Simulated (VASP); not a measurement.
# AlN (P6_3mc) in VASP: settings compared

One crystal, AlN, is run at these levels: r2SCAN, PBE; tasks: relaxation of cell and atoms, single point.

Everything below comes from runs of VASP 6.6.1. Logs are shortened: lines on timing, memory, paths and dates and some standing lists are left out, and cuts for length are marked.

**The experiment to reproduce.**

“Structural and optical properties of self-assembled AlN nanowires grown on SiO2/Si substrates by molecular beam epitaxy”, 2024, arxiv:2402.00216 quotes, for a bulk crystal of AlN at 0 K: band gap 6.0343 eV (an exciton energy, a little under the gap).

The runs below are set against these values where they give the same quantity.

## (1) The crystal as given

Symmetry: P6_3mc, No. 186, hexagonal system. Conventional cell: a = 3.130 Å, b = 3.130 Å, c = 5.018 Å, α = 90.00°, β = 90.00°, γ = 120.00°. Al (site symmetry 3m) is surrounded by 4 N at 1.90 to 1.91 Å. N (site symmetry 3m) has 4 Al at 1.90 to 1.91 Å as nearest neighbours.

## (2) Relaxation of cell and atoms, r2SCAN

POSCAR

```
AlN
1.0
    3.1302469296      0.0000000000      0.0000000000
   -1.5651234648      2.7108733611      0.0000000000
    0.0000000000      0.0000000000      5.0179926450
Al N
2 2
Direct
    0.3333333333      0.6666666667     -0.0007707944
    0.6666666667      0.3333333333      0.4992292056
    0.3333333333      0.6666666667      0.3807707944
    0.6666666667      0.3333333333      0.8807707944
```

INCAR.step1

```
  PREC = Accurate
  ENCUT = 600
  ISMEAR = -1
  SIGMA = 0.02
  LREAL = F
  LASPH = T
  NELM = 100
  GGA = PE
  ALGO = Normal
  EDIFF = 1E-4
  LWAVE = T
  LCHARG = F
```

INCAR.step2

```
  PREC = Accurate
  ENCUT = 600
  EDIFF = 1E-6
  ISMEAR = -1
  SIGMA = 0.02
  LREAL = F
  LASPH = T
  NELM = 100
  ALGO = Normal
  ISIF = 3
  LWAVE = F
  LCHARG = F
  METAGGA = R2SCAN
  LMIXTAU = T
  IBRION = 2
  NSW = 80
  EDIFFG = -0.005
  ISTART = 1
```

KPOINTS

```
Automatic mesh
0
Gamma
  12 12 6
```

Potentials or basis: VASP PAW PBE potentials, release 64 (Al, N).

Command:

```console
$ cat potpaw_PBE.64/Al/POTCAR potpaw_PBE.64/N/POTCAR > POTCAR
$ cp INCAR.step1 INCAR
$ mpirun -np 1 vasp_std > vasp.out
$ cp INCAR.step2 INCAR
$ mpirun -np 1 vasp_std > vasp.out
```

OUTCAR:

```text
PREC = Accurate
   ENCUT = 600
   EDIFF = 1E-6
   ISMEAR = -1
   LREAL = F
   LASPH = T
   NELM = 100
   ISIF = 3
   METAGGA = R2SCAN
   IBRION = 2
   NSW = 80
   EDIFFG = -0.005
   ISTART = 1

 ion  position               nearest neighbor table
   1  0.333  0.667  0.999-   4 1.90   4 1.90   4 1.90   3 1.91   2 3.09   2 3.09   2 3.09   2 3.09
                             2 3.09   2 3.09
   2  0.667  0.333  0.499-   3 1.90   3 1.90   3 1.90   4 1.91   1 3.09   1 3.09   1 3.09   1 3.09
                             1 3.09   1 3.09
   3  0.333  0.667  0.381-   2 1.90   2 1.90   2 1.90   1 1.91
   4  0.667  0.333  0.881-   1 1.90   1 1.90   1 1.90   2 1.91

  LATTYP: Found a hexagonal cell.
 ALAT       =     3.1302469296
 C/A-ratio  =     1.6030660705

  Lattice vectors:

 A1 = (   3.1302469296,   0.0000000000,   0.0000000000)
 A2 = (  -1.5651234648,   2.7108733611,   0.0000000000)
 A3 = (   0.0000000000,   0.0000000000,   5.0179926450)

Analysis of symmetry for initial positions (statically):
=====================================================================
 Subroutine PRICEL returns:
 Original cell was already a primitive cell.

 Routine SETGRP: Setting up the symmetry group for a
 hexagonal supercell.

 Subroutine GETGRP returns: Found 12 space group operations
 (whereof  6 operations were pure point group operations)
 out of a pool of 24 trial point group operations.

The static configuration has the point symmetry C_3v.
 The point group associated with its full space group is C_6v.

Analysis of symmetry for dynamics (positions and initial velocities):
=====================================================================
 Subroutine PRICEL returns:
 Original cell was already a primitive cell.

 Routine SETGRP: Setting up the symmetry group for a
 hexagonal supercell.

 Subroutine GETGRP returns: Found 12 space group operations
 (whereof  6 operations were pure point group operations)
 out of a pool of 24 trial point group operations.

The dynamic configuration has the point symmetry C_3v.
 The point group associated with its full space group is C_6v.

 Subroutine INISYM returns: Found 12 space group operations
 (whereof  6 operations are pure point group operations),
 and found     1 'primitive' translations

----------------------------------------------------------------------------------------

                                     Primitive cell

  volume of cell :      42.5812
[... 115 lines left out ...]
  Fermi-wavevector in a.u.,A,eV,Ry     =   1.181342  2.232412 18.987859  1.395568
  Thomas-Fermi vector in A             =   2.317617
   LORBIT       =      0    0 simple, 1 ext, 2 COOP (PROOUT), +10 PAW based schemes
   METAGGA = R2SCAN    functional components
   LHFCALC =     F    Hartree Fock is set to
   AEXX    =    0.0000 exact exchange contribution
   IVDW    =     0    specifies the selected vdW correction
   LEPSILON=     F    determine dielectric tensor
   LRPA    =     F    only Hartree local field effects (RPA)
 conjugate gradient relaxation of ions
 non-spin polarized calculation
  energy-cutoff  :      600.00
  volume of cell :       42.58
 maximum number of plane-waves:      1448
 NGX is ok and might be reduce to    28
   NGX = 13   NGY = 13   NGZ = 21

--------------------------------------- Ionic step        1  -------------------------------------------

 number of electron      15.9999999 magnetization

 Free energy of the ion-electron system (eV)
  ---------------------------------------------------
  ext. energy  EPLUGINS =         0.00000000
  ---------------------------------------------------
  free energy    TOTEN  =       -38.44015086 eV

  energy without entropy =      -38.44015086  energy(sigma->0) =      -38.44015086

------------------------ aborting loop because EDIFF is reached ----------------------------------------

  FORCE on cell =-STRESS in cart. coord.  units (eV):
  Direction    XX          YY          ZZ          XY          YZ          ZX
  --------------------------------------------------------------------------------------
  -------------------------------------------------------------------------------------
  Total       -1.3401140     -1.3401140     -1.2739814      0.0000000      0.0000000      0.0000000
  in kB      -50.4236740    -50.4236740    -47.9353403      0.0000000      0.0000000      0.0000000
  external PRESSURE =     -49.5942295 kB  Pullay stress =       0.0000000 kB
[... 215 lines left out ...]
--------------------------------------- Ionic step        7  -------------------------------------------

 number of electron      15.9999999 magnetization

 Free energy of the ion-electron system (eV)
  ---------------------------------------------------
  ext. energy  EPLUGINS =         0.00000000
  ---------------------------------------------------
  free energy    TOTEN  =       -38.45627865 eV

  energy without entropy =      -38.45627865  energy(sigma->0) =      -38.45627865

 E-fermi :   6.3317     XC(G=0): -11.4230

 val. band max:        5.9325837968   @ k =   0.0000   0.0000   0.0000
 cond. band min:      10.8646570696   @ k =   0.0000   0.0000   0.0000
 fundamental gap:      4.9320732728
 Fermi energy:         6.3317312629

 k-point     1 :       0.0000    0.0000    0.0000
  band No.  band energies     occupation
      1     -10.0582      2.00000
      2      -7.9317      2.00000
      3      -0.1439      2.00000
      4       5.0455      2.00000
      5       5.0455      2.00000
      6       5.7066      2.00000
      7       5.7066      2.00000
      8       5.9326      2.00000
      9      10.8647      0.00000
     10      13.4836      0.00000
     11      17.5588      0.00000
     12      17.9856      0.00000
[... 331 lines left out ...]
 k-point    24 :       0.3333   -0.0000    0.1667
  band No.  band energies     occupation
      1      -8.7337      2.00000
      2      -7.5248      2.00000
      3       0.9614      2.00000
      4       1.9414      2.00000
      5       2.5516      2.00000
      6       4.1178      2.00000
      7       5.1291      2.00000
      8       5.2583      2.00000
      9      12.5115      0.00000
     10      13.3415      0.00000
     11      15.3057      0.00000
     12      17.0787      0.00000

 [... further k-points ...]

------------------------ aborting loop because EDIFF is reached ----------------------------------------

  FORCE on cell =-STRESS in cart. coord.  units (eV):
  Direction    XX          YY          ZZ          XY          YZ          ZX
  --------------------------------------------------------------------------------------
  -------------------------------------------------------------------------------------
  Total       -0.0058804     -0.0058804     -0.0073572      0.0000000      0.0000000      0.0000000
  in kB       -0.2267266     -0.2267266     -0.2836660      0.0000000      0.0000000      0.0000000
  external PRESSURE =      -0.2457064 kB  Pullay stress =       0.0000000 kB
[... 19 lines left out ...]
  FREE ENERGIE OF THE ION-ELECTRON SYSTEM (eV)
  ---------------------------------------------------
  free  energy   TOTEN  =       -38.4562786484 eV

  energy  without entropy=      -38.4562786484  energy(sigma->0) =      -38.45627865

 reached required accuracy - stopping structural energy minimisation
```

Run time: 7 min. Hardware: 1 thread of Intel Xeon 6975P-C (Granite Rapids), shared host; peak memory 0.21 GiB.

Results:

| Quantity | Value |
| --- | --- |
| Free energy | -38.4563 eV |
| Relaxed volume | 10.39 Å³/atom |
| Relaxed cell | a = 3.105 Å, b = 3.105 Å, c = 4.976 Å, α = 90.00°, β = 90.00°, γ = 120.00° |
| Space group after relaxing (to 0.05 Å) | P6_3mc (No. 186) |
| Energy gained by relaxing | 4.0 meV/atom |
| Ionic steps | 7 |
| Pressure after relaxing | 0.0 GPa |
| Band gap on the k mesh | 4.93 eV, direct |

Step by step:
```csv
step,energy change (eV),largest force (eV/Å),pressure (GPa),volume (Å³)
1,0.0000,0.0068,-4.96,42.58
2,-0.0002,0.0110,5.26,40.58
3,-0.0161,0.0023,-0.08,41.57
4,-0.0161,0.0025,0.03,41.55
5,-0.0161,0.0075,0.03,41.54
6,-0.0161,0.0077,0.03,41.54
7,-0.0161,0.0003,-0.02,41.55
```

Final structure:
```xyz
4
Lattice="3.1053 0.0000 0.0000 -1.5527 2.6893 0.0000 0.0000 0.0000 4.9759" Properties=species:S:1:pos:R:3 pbc="T T T"
Al    0.0000    1.7929    4.9717
Al    1.5527    0.8964    2.4838
N     0.0000    1.7929    1.8950
N     1.5527    0.8964    4.3829
```

Caveat: the PAW data sets were made with another functional, which shifts forces and pressure a little. r2SCAN opens gaps a little over a GGA but as a rule still falls short of measured ones.

## (3) Single point, PBE

INCAR

```
PREC = Accurate ; ENCUT = 520
EDIFF = 1E-6 ; ISMEAR = -1
SIGMA = 0.02 ; LREAL = False
LASPH = True ; NELM = 100
ALGO = Normal ; ISIF = 2
LWAVE = False ; LCHARG = True
GGA = PE ; LELF = True
LVHAR = True ; NBANDS = 16
```

KPOINTS is that of step 2.

POSCAR is that of step 2.

Potentials or basis: VASP PAW PBE potentials, release 64 (Al, N).

Command:

```console
$ cat potpaw_PBE.64/Al/POTCAR potpaw_PBE.64/N/POTCAR > POTCAR
$ mpirun -np 1 vasp_std > vasp.out
```

It took 26 s on 1 thread of Intel Xeon Platinum 8559C (Emerald Rapids), shared host; peak memory 0.17 GiB.

It converged, with:

* Free energy: -29.7805 eV
* Pressure: -0.3 GPa
* Band gap on the k mesh: 4.04 eV, direct

Levels at points of the mesh, in eV from the valence-band top:
| k point | band 5 | band 6 | band 7 | band 8 | band 9 | band 10 | band 11 | band 12 |
| --- | --- | --- | --- | --- | --- | --- | --- | --- |
| (0.00, 0.00, 0.00) | -0.85 | -0.20 | -0.20 | 0.00 | 4.04 | 6.51 | 10.46 | 11.03 |
| (0.50, 0.00, 0.00) | -3.29 | -2.05 | -1.74 | -0.68 | 5.76 | 5.76 | 8.02 | 10.14 |
| (0.00, 0.00, 0.50) | -0.53 | -0.53 | -0.53 | -0.53 | 6.31 | 6.31 | 10.16 | 10.16 |
| (0.50, 0.00, 0.50) | -1.44 | -1.44 | -1.35 | -1.35 | 5.25 | 5.25 | 9.14 | 9.14 |

(Continued in part 2 of 2.)
